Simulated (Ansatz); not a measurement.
# WS2 (Tungstenite) (P6_3/mmc) in Ansatz: further runs

Aim: see how the results for WS2 (Tungstenite) move with the level of theory and the settings. Levels: revPBE, LDA, BLYP+D3(BJ), BLYP+D4. Tasks: relaxation of cell and atoms.

Everything below comes from runs of Ansatz 0.2.0. Logs are shortened: lines on timing, memory, paths and dates and some standing lists are left out, and cuts for length are marked.

**1. The crystal as given**

It takes space group P6_3/mmc (No. 194, hexagonal). Conventional cell: a = 3.180 Å, b = 3.180 Å, c = 12.500 Å, α = 90.00°, β = 90.00°, γ = 120.00°. W (site symmetry -6m2) has 6 S at 2.41 Å as nearest neighbours. S (site symmetry 3m) is surrounded by 3 W at 2.41 Å.

**2. Relaxation of cell and atoms, revPBE**

The input, input.yaml:

```yaml
crystal:
  lattice:
    - [3.18, 0.0, 0.0]
    - [-1.59, 2.753960784, 0.0]
    - [0.0, 0.0, 12.5]
  atoms:
    - { symbol: W, position: [0.6666666667, 0.3333333333, 0.75] }
    - { symbol: W, position: [0.3333333333, 0.6666666667, 0.25] }
    - { symbol: S, position: [0.6666666667, 0.3333333333, 0.375] }
    - { symbol: S, position: [0.3333333333, 0.6666666667, 0.875] }
    - { symbol: S, position: [0.6666666667, 0.3333333333, 0.125] }
    - { symbol: S, position: [0.3333333333, 0.6666666667, 0.625] }
hamiltonian:
  xc: revpbe
  pseudopotentials: { kind: paw }
kpoints:
  mp_grid: { grid: [10, 10, 3] }
scf:
  occupations: { method: fermi_dirac, width: 0.05 }
output:
  forces: true
  stress: true
relax:
  f_tol: 0.01
  max_steps: 40
  cell: { stress_tol: 0.05 }
```

Potentials or basis: Ansatz PAW.

Launch:

```sh
$ ansatz run input.yaml --threads 2 --pin off --max-ram 5632MiB --backend cpu --events-out ev --progress --plain --runs-dir out
```

Log:

```text
Warning: RAYON_NUM_THREADS=2 ignored (pool sized by the plan → 2); use --threads N
Engine: ansatz 0.2.0, x86_64-unknown-linux-gnu
Pseudopotentials: kind: paw
Pseudopotential: W, paw, valence charge 14, recommended cutoff 420 eV (normal), W.paw.azcp
Pseudopotential: S, paw, valence charge 6, recommended cutoff 420 eV (normal), S.paw.azcp
Functional definition: revPBE
  parameter kappa = 1.245
  parameter beta = 0.06672455060314922
  exchange = pbe_x(kappa = kappa, mu = beta*pi^2/3)
  correlation = pbe_c(beta = beta)
Crystal: 6 atoms, lattice volume = 109.470 Å³
Basis set: ecut = 420 eV, 2129 PW (Γ), exchange–correlation on 48×48×180 points (8 copies of the dense FFT grid, shifted against one another)
Bands: 32, of which v1, the nominal top of the filled ones, is band 26 counted from 1 (25 counted from 0)
Symmetry: 24 space group operations
Space group: P63/mmc (ITA 194), of the structure as read, at distance tolerance 4.8e-5 Å
k-points: 28 of 300
Non-local potential: W, projectors of the file, l = 0: 3, l = 1: 2, l = 2: 2, l = 3: 1
Non-local potential: S, projectors of the file, l = 0: 2, l = 1: 2, l = 2: 2
PAW form: soft (Blöchl's): semilocal exchange-correlation on the pseudo side does not see the compensation charge
PAW frozen core: W, regenerated for the run's functional, and the local potential with it (the file was generated under x = pbe(κ = 0.804, μ = 0.2195149727645171), c = pbe(β = 0.06672455060314922))
PAW frozen core: S, regenerated for the run's functional, and the local potential with it (the file was generated under x = pbe(κ = 0.804, μ = 0.2195149727645171), c = pbe(β = 0.06672455060314922))
PAW one-centre angular grid: W, 590 points (default); XC on 64 Gauss nodes
PAW one-centre angular grid: S, 110 points (default); XC on 64 Gauss nodes
Initial density: superposition of atomic densities (neutral atoms: chi_scale 0, normalization atom), corrected by the library's trained network
Initial wavefunctions: pseudopotential atomic-orbital guess
Functional: x = revpbe(κ = 1.245, μ = 0.2195149727645171), c = pbe(β = 0.06672455060314922)
SCF iter   1: F=—  HF=-24410.663911 eV  |F-HF|=—  |Δ(HF+E_count)|=         —  Δρ=5.28e-3  dr2=1.87e-2  ethr=1.77e-3  ⟨swp⟩=6.3  Hψ=4191  notcnv=0
preconditioner: auto → Resta (q_TF=auto, 2.410 Å⁻¹)  ε∞=7.4  [insulator: Δε(μ)=1.150 eV  Ē_g=8.393 eV  σ=0.050 eV  W_gap=1.00  n_scr=26 (ndim 8)  ℏωp=21.3 eV  f_vac=0.025  D(μ)=0.00/eV (n_scr^D=0)  ε∞_Penn≈7.4]
SCF iter   2: F=—  HF=-24410.670926 eV  |F-HF|=—  |Δ(HF+E_count)|=   7.02e-3  Δρ=2.83e-3  dr2=2.51e-3  ethr=3.60e-5  ⟨swp⟩=2.1  Hψ=1537  notcnv=0  defer=7
SCF iter   3: F=—  HF=-24410.676113 eV  |F-HF|=—  |Δ(HF+E_count)|=   5.19e-3  Δρ=1.28e-3  dr2=6.50e-4  ethr=4.83e-6  ⟨swp⟩=2.1  Hψ=1286  notcnv=0  defer=7
SCF iter   4: F=—  HF=-24410.677581 eV  |F-HF|=—  |Δ(HF+E_count)|=   1.47e-3  Δρ=1.09e-4  dr2=2.20e-5  ethr=1.25e-6  ⟨swp⟩=2.0  Hψ=1397  notcnv=0  defer=7
SCF iter   5: F=—  HF=-24410.677631 eV  |F-HF|=—  |Δ(HF+E_count)|=   5.07e-5  Δρ=3.12e-5  dr2=3.20e-6  ethr=4.23e-8  ⟨swp⟩=2.1  Hψ=1395  notcnv=0  defer=7
SCF iter   6: F=—  HF=-24410.677635 eV  |F-HF|=—  |Δ(HF+E_count)|=   4.19e-6  Δρ=9.94e-6  dr2=1.41e-7  ethr=6.16e-9  ⟨swp⟩=2.0  Hψ=1372  notcnv=0  defer=7
SCF iter   7: F=-24410.677636 eV  HF=-24410.677636 eV  |F-HF|=2.13e-8  |Δ(HF+E_count)|=   4.17e-7  Δρ=2.47e-6  dr2=7.43e-9  ethr=1.92e-10  ⟨swp⟩=5.0  Hψ=3308  notcnv=0
SCF 1 converged in 7 iterations: F = -24410.677636 eV  dr2 = 7.43e-9
relax step   1: F+E_penalty+E_count = -24410.67763582 eV  Δ(F+E_penalty+E_count) = +0.000e0 eV  max|allowed force component| = 1.850e-1 eV/Å  Δτ_max = 0.0000 Å  P = +4.248 GPa  Ω = 109.470 Å³  (7 SCF iters, dr2 threshold 1.00e-7 eV, accepted)
[... 20 lines left out ...]
relax step  19: F+E_penalty+E_count = -24410.92422619 eV  Δ(F+E_penalty+E_count) = +1.070e-4 eV  max|allowed force component| = 1.378e-3 eV/Å  Δτ_max = 0.0044 Å  P = -0.000 GPa  Ω = 157.343 Å³  energy of the carried Pulay correction = -1.620e-3 eV  (9 SCF iters, accepted)
[... 11 lines left out ...]
relax step  20: F+E_penalty+E_count = -24410.92596850 eV  Δ(F+E_penalty+E_count) = -1.742e-3 eV  max|allowed force component| = 1.070e-3 eV/Å  Δτ_max = 0.0000 Å  P = -0.004 GPa  Ω = 157.343 Å³  stress off target by 1.50e-2 GPa  SCF on the basis re-selected at this cell (its energy is not comparable with the rows above)  (8 SCF iters)
basis re-selected at this cell: Δ(F+E_penalty+E_count) = -1.742e-3 eV, ΔP = -0.004 GPa vs the last step (what re-selecting the basis moved, of the pressure what is left beyond the Pulay correction that the steps carried, after the strain that the cell walked since its last selection, with what the two solves' SCF thresholds leave and, on support functions, any second-order correction that the steps lacked; it is no measure of the basis error at this ecutwfc). This SCF's stress stands 1.50e-2 GPa from its target on what of the cell is left free (relax.cell.stress_tol is 5.00e-2 GPa) and its largest allowed force component is 1.07e-3 eV/Å (relax.f_tol is 1.00e-2 eV/Å): within both
SCF converged after 8 iterations
Free energy (F): -24410.925969 eV
Harris-Foulkes:  -24410.925969 eV  (|F-HF|=7.28e-12)
Internal energy: -24410.925969 eV  (E = F + TS)
E sigma→0 (E₀):  -24410.925969 eV
Fermi energy:    6.691482 eV
--- Per-component energies (eV) ---
  E_band       = -648.919262
  E_kinetic    = 1327.839294
  E_local      = -7838.520791  (includes V_loc(G=0)·N_el)
  E_nonlocal   = 111.921343
  E_hartree    = 3422.451214
  E_xc         = -923.665580
  E_vxc        = -827.323298  (∫ρ·V_xc dr)
  E_paw        = -19552.884308  (= ΣΔE_a)
  E_vpaw       = -267.737852  (= ΣTr[D̂ρ^β])
  E_aug_tail   = -0.000117  (compensation charges beyond the density's cutoff)
  E_ewald      = -957.931960
  E_core_change = -0.135064  (= ΣΔE_core)
  E_smearing   = -0.000000  (= −TS)
  E_closure    = -0.000000  (closes the sum)
  Σ components = -24410.925969   (vs F -24410.925969, Δ=0.00e0)
--- Forces (eV/Å), atoms counted from 1 ---
  atom   1  W     -0.00000000     0.00000000     0.00000000
  atom   2  W      0.00000000    -0.00000000    -0.00000000
  atom   3  S      0.00000000     0.00000000     0.00106957
  atom   4  S     -0.00000000    -0.00000000     0.00106957
  atom   5  S      0.00000000     0.00000000    -0.00106957
  atom   6  S     -0.00000000    -0.00000000    -0.00106957
  max |Σ_I F_I| component: 3.47e-18 eV/Å
--- Stress (GPa, compression-positive) ---
       -0.013619       0.000000      -0.000000
        0.000000      -0.013619      -0.000000
       -0.000000      -0.000000       0.014964
  P = ⅓ Tr σ = -0.0041 GPa (-0.041 kbar)
--- Relaxed structure (17 steps of the walk, 17 accepted, 3 SCFs on fresh bases) ---
  F+E_penalty+E_count = -24410.92596850 eV   max|allowed force component| = 1.070e-3 eV/Å   (the final SCF, on the basis selected at the relaxed cell)
  cell:  # Å, volume = 157.3429 Å³
    - [3.2048924972272537, 2.7998640679337333e-32, -2.4698603223764682e-33]
    - [-1.6024462486136268, 2.77551831899695, 1.4835585645173126e-32]
    - [-8.702066385758866e-33, 6.173224925222676e-32, 17.68844469791655]
  atoms:
    - { symbol: W, position: [0.6666666666666665, 0.33333333333333326, 0.75] }
    - { symbol: W, position: [0.33333333333333326, 0.6666666666666665, 0.25] }
    - { symbol: S, position: [0.6666666666666665, 0.33333333333333326, 0.3388644349837139] }
    - { symbol: S, position: [0.33333333333333326, 0.6666666666666665, 0.8388644349837138] }
    - { symbol: S, position: [0.6666666666666665, 0.33333333333333326, 0.16113556501628618] }
    - { symbol: S, position: [0.33333333333333326, 0.6666666666666665, 0.6611355650162862] }
```

Run time: 3.1 min. Hardware: 2 threads of Intel Xeon at 2.50GHz (Skylake/Cascade Lake), shared host; peak memory 0.51 GiB.

What came out:

- Free energy: -24410.9260 eV
- Relaxed volume: 26.22 Å³/atom
- Relaxed cell: a = 3.205 Å, b = 3.205 Å, c = 17.688 Å, α = 90.00°, β = 90.00°, γ = 120.00°
- Space group after relaxing (to 0.05 Å): P6_3/mmc (No. 194)
- Energy gained by relaxing: 41.4 meV/atom
- Ionic steps: 20
- Pressure after relaxing: 0.0 GPa
- Band gap on the k mesh: 1.90 eV

Step by step:
| step | energy change (eV) | largest force (eV/Å) | volume (Å³) |
| --- | --- | --- | --- |
| 1 | 0.0000 | 0.1850 | 109.47 |
| 2 | -0.1054 | 0.1271 | 118.84 |
| 3 | -0.1699 | 0.0785 | 122.55 |
| 4 | -0.1980 | 0.1212 | 127.23 |
| 5 | -0.2024 | 0.1454 | 132.98 |
| 6 | -0.2061 | 0.0014 | 131.43 |
| 7 | -0.2234 | 0.0045 | 131.43 |
| 8 | -0.2332 | 0.0076 | 135.61 |
| 9 | -0.2393 | 0.0860 | 141.00 |
| 10 | -0.2417 | 0.0039 | 144.08 |
| 11 | -0.2414 | 0.0502 | 147.72 |
| 12 | -0.2417 | 0.0004 | 147.52 |
| 13 | -0.2418 | 0.0001 | 147.23 |
| 14 | -0.2463 | 0.0004 | 147.23 |
| 15 | -0.2468 | 0.0060 | 149.43 |
| 16 | -0.2467 | 0.0475 | 154.41 |
| 17 | -0.2469 | 0.0092 | 154.83 |
| 18 | -0.2467 | 0.0041 | 156.69 |
| 19 | -0.2466 | 0.0014 | 157.34 |
| 20 | -0.2483 | 0.0011 | 157.34 |

Final structure:
```
W S
1.0
     3.20489    0.00000    0.00000
    -1.60245    2.77552    0.00000
     0.00000    0.00000   17.68844
W S
2 4
Direct
  0.66667 0.33333 0.75000
  0.33333 0.66667 0.25000
  0.66667 0.33333 0.33886
  0.33333 0.66667 0.83886
  0.66667 0.33333 0.16114
  0.33333 0.66667 0.66114
```

Caveat: the volume moved by over 15 % at a fixed basis, so the end points are rough; odd divisions of the mesh miss points on the zone boundary, where band edges often lie, so the gap on the mesh can be too wide; the plane-wave basis is chosen anew once the cell has moved, so the energies of steps on either side of that aren't comparable; spin-orbit coupling is left out, which moves the levels of the heavy elements; this functional lacks dispersion, which binds the layers, so the pressure and a relaxed spacing across them are unreliable, and here the layers came unbound; the volume moved by +44 % from the deposited cell, more than functionals usually miss; the PAW data sets come from PBE, with cores solved anew for the run's functional, which leaves a small shift of forces and pressure.

**3. Relaxation of cell and atoms, LDA**

Changes to input.yaml since step 2:

```diff
@@ -13,3 +13,3 @@
 hamiltonian:
-  xc: revpbe
+  xc: lda
   pseudopotentials: { kind: paw }
@@ -22,2 +22,6 @@
   stress: true
+  write_density: true
+  write_potential: true
+  elf: true
+  volumetric_format: npy
 relax:
```

Potentials or basis: Ansatz PAW.

Launch:

```sh
$ ansatz run input.yaml --threads 2 --pin off --max-ram 5632MiB --backend cpu --events-out ev --progress --plain --runs-dir out
```

Run time: 46 s. Hardware: 2 threads of Intel Xeon at 2.50GHz (Skylake/Cascade Lake), shared host; peak memory 0.45 GiB.

The run converged. Its results:

- Free energy: -23743.3813 eV
- Relaxed volume: 17.16 Å³/atom
- Relaxed cell: a = 3.127 Å, b = 3.127 Å, c = 12.159 Å, α = 90.00°, β = 90.00°, γ = 120.00°
- Space group after relaxing (to 0.05 Å): P6_3/mmc (No. 194)
- Energy gained by relaxing: 14.2 meV/atom
- Ionic steps: 6
- Pressure after relaxing: 0.0 GPa
- Band gap on the k mesh: 0.90 eV, indirect (least direct gap 2.21 eV)

Step by step:
| step | energy change (eV) | largest force (eV/Å) | volume (Å³) |
| --- | --- | --- | --- |
| 1 | 0.0000 | 0.3580 | 109.47 |
| 2 | -0.0824 | 0.1464 | 103.95 |
| 3 | -0.0857 | 0.0292 | 102.67 |
| 4 | -0.0858 | 0.0090 | 103.01 |
| 5 | -0.0858 | 0.0001 | 102.96 |
| 6 | -0.0849 | 0.0001 | 102.96 |

Final structure:
```xyz
6
Lattice="3.1268 0.0000 0.0000 -1.5634 2.7079 0.0000 0.0000 0.0000 12.1594" Properties=species:S:1:pos:R:3 pbc="T T T"
W     1.5634    0.9026    9.1195
W     0.0000    1.8053    3.0398
S     1.5634    0.9026    4.6018
S     0.0000    1.8053   10.6815
S     1.5634    0.9026    1.4778
S     0.0000    1.8053    7.5575
```

Levels at points of the mesh, in eV from the valence-band top:
| k point | band 22 | band 23 | band 24 | band 25 | band 26 | band 27 | band 28 | band 29 | band 30 | band 31 |
| --- | --- | --- | --- | --- | --- | --- | --- | --- | --- | --- |
| (0.00, 0.00, 0.00) | -2.25 | -2.25 | -1.45 | -1.40 | 0.00 | 2.31 | 2.31 | 2.32 | 2.32 | 2.39 |
| (0.00, -0.50, 0.00) | -2.80 | -1.98 | -1.79 | -1.74 | -1.59 | 2.32 | 2.37 | 2.54 | 2.93 | 3.03 |

Caveat: odd divisions of the mesh miss points on the zone boundary, where band edges often lie, so the gap on the mesh can be too wide; the plane-wave basis is chosen anew once the cell has moved, so the energies of steps on either side of that aren't comparable; spin-orbit coupling is left out, which moves the levels of the heavy elements; the PAW data sets come from PBE, with cores solved anew for the run's functional, which leaves a small shift of forces and pressure. Zero-point motion and thermal expansion aren't in these numbers.

**4. Relaxation of cell and atoms, BLYP+D3(BJ)**

Changes to input.yaml since step 3:

```diff
@@ -13,4 +13,5 @@
 hamiltonian:
-  xc: lda
+  xc: blyp
   pseudopotentials: { kind: paw }
+  dispersion: d3bj
 kpoints:
@@ -22,6 +23,2 @@
   stress: true
-  write_density: true
-  write_potential: true
-  elf: true
-  volumetric_format: npy
 relax:
```

Launch:

```sh
$ ansatz run input.yaml --threads 2 --pin off --max-ram 5632MiB --backend cpu --events-out ev --progress --plain --runs-dir out
```

It took 37 s on 2 threads of Intel Xeon at 2.50GHz (Skylake/Cascade Lake), shared host; peak memory 0.46 GiB.

The run converged. Its results:

```
Free energy                            : -24454.4266 eV
Relaxed volume                         : 17.28 Å³/atom
Relaxed cell                           : a = 3.181 Å, b = 3.181 Å, c = 11.830 Å, α = 90.00°, β = 90.00°, γ = 120.00°
Space group after relaxing (to 0.05 Å) : P6_3/mmc (No. 194)
Energy gained by relaxing              : 19.4 meV/atom
Ionic steps                            : 6
Pressure after relaxing                : 0.0 GPa
Band gap on the k mesh                 : 0.84 eV
```

The path:
```
step  energy change (eV)  largest force (eV/Å)  volume (Å³)
   1              0.0000                0.5409       109.47
   2             -0.1014                0.2852       103.03
   3             -0.1162                0.0811       103.96
   4             -0.1171                0.0162       103.70
   5             -0.1171                0.0001       103.67
   6             -0.1165                0.0000       103.67
```

Final structure:
```yaml
crystal:
  lattice:
    - [3.18104, 0.00000, 0.00000]
    - [-1.59052, 2.75486, 0.00000]
    - [0.00000, 0.00000, 11.83003]
  atoms:
    - { symbol: W, position: [0.66667, 0.33333, 0.75000] }
    - { symbol: W, position: [0.33333, 0.66667, 0.25000] }
    - { symbol: S, position: [0.66667, 0.33333, 0.38331] }
    - { symbol: S, position: [0.33333, 0.66667, 0.88331] }
    - { symbol: S, position: [0.66667, 0.33333, 0.11669] }
    - { symbol: S, position: [0.33333, 0.66667, 0.61669] }
```

Caveat: odd divisions of the mesh miss points on the zone boundary, where band edges often lie, so the gap on the mesh can be too wide; the plane-wave basis is chosen anew once the cell has moved, so the energies of steps on either side of that aren't comparable; spin-orbit coupling is left out, which moves the levels of the heavy elements; the PAW data sets come from PBE, with cores solved anew for the run's functional, which leaves a small shift of forces and pressure.

**5. Relaxation of cell and atoms, BLYP+D4**

Changes to input.yaml since step 4:

```diff
@@ -15,3 +15,3 @@
   pseudopotentials: { kind: paw }
-  dispersion: d3bj
+  dispersion: d4
 kpoints:
```

Launch:

```sh
$ ansatz run input.yaml --threads 2 --pin off --max-ram 5632MiB --backend cpu --events-out ev --progress --plain --runs-dir out
```

It took 39 s on 2 threads of Intel Xeon at 2.50GHz (Skylake/Cascade Lake), shared host; peak memory 0.46 GiB.

The run converged. Its results:

```
Free energy                            : -24453.7776 eV
Relaxed volume                         : 17.64 Å³/atom
Relaxed cell                           : a = 3.193 Å, b = 3.193 Å, c = 11.982 Å, α = 90.00°, β = 90.00°, γ = 120.00°
Space group after relaxing (to 0.05 Å) : P6_3/mmc (No. 194)
Energy gained by relaxing              : 12.9 meV/atom
Ionic steps                            : 6
Pressure after relaxing                : 0.0 GPa
Band gap on the k mesh                 : 0.91 eV
```

Step by step:
| step | energy change (eV) | largest force (eV/Å) | volume (Å³) |
| --- | --- | --- | --- |
| 1 | 0.0000 | 0.5458 | 109.47 |
| 2 | -0.0653 | 0.2909 | 104.37 |
| 3 | -0.0772 | 0.0125 | 106.26 |
| 4 | -0.0776 | 0.0171 | 105.97 |
| 5 | -0.0777 | 0.0005 | 105.82 |
| 6 | -0.0773 | 0.0005 | 105.82 |

Final structure:
```xyz
6
Lattice="3.1934 0.0000 0.0000 -1.5967 2.7656 0.0000 0.0000 0.0000 11.9823" Properties=species:S:1:pos:R:3 pbc="T T T"
W     1.5967    0.9219    8.9867
W     0.0000    1.8437    2.9956
S     1.5967    0.9219    4.5724
S     0.0000    1.8437   10.5636
S     1.5967    0.9219    1.4187
S     0.0000    1.8437    7.4098
```

Caveat: odd divisions of the mesh miss points on the zone boundary, where band edges often lie, so the gap on the mesh can be too wide; the plane-wave basis is chosen anew once the cell has moved, so the energies of steps on either side of that aren't comparable; spin-orbit coupling is left out, which moves the levels of the heavy elements; the PAW data sets come from PBE, with cores solved anew for the run's functional, which leaves a small shift of forces and pressure.

**6. Summary**

| level | gap on the mesh (eV) | pressure (GPa) | relaxed volume (Å³/atom) |
| --- | --- | --- | --- |
| revPBE | 1.90 | 0.0 | 26.22 |
| LDA | 0.90 | 0.0 | 17.16 |
| BLYP+D3(BJ) | 0.84 | 0.0 | 17.28 |
| BLYP+D4 | 0.91 | 0.0 | 17.64 |

Alike in all rows: task relaxation of cell and atoms; potentials or basis Ansatz PAW; no spin polarisation; cell relaxed; k mesh 10 × 10 × 3; cutoff (eV) 420; smearing fermi-dirac 0.05 eV.

Caveats: odd divisions of the mesh miss points on the zone boundary, where band edges often lie, so the gap on the mesh can be too wide; the plane-wave basis is chosen anew once the cell has moved, so the energies of steps on either side of that aren't comparable; spin-orbit coupling is left out, which moves the levels of the heavy elements; the PAW data sets come from PBE, with cores solved anew for the run's functional, which leaves a small shift of forces and pressure; the volume moved by over 15 % at a fixed basis, so the end points are rough (some runs); this functional lacks dispersion, which binds the layers, so the pressure and a relaxed spacing across them are unreliable, and here the layers came unbound (some runs); the volume moved by +44 % from the deposited cell, more than functionals usually miss (some runs).

Absolute energies hang on the potentials; compare differences alone.
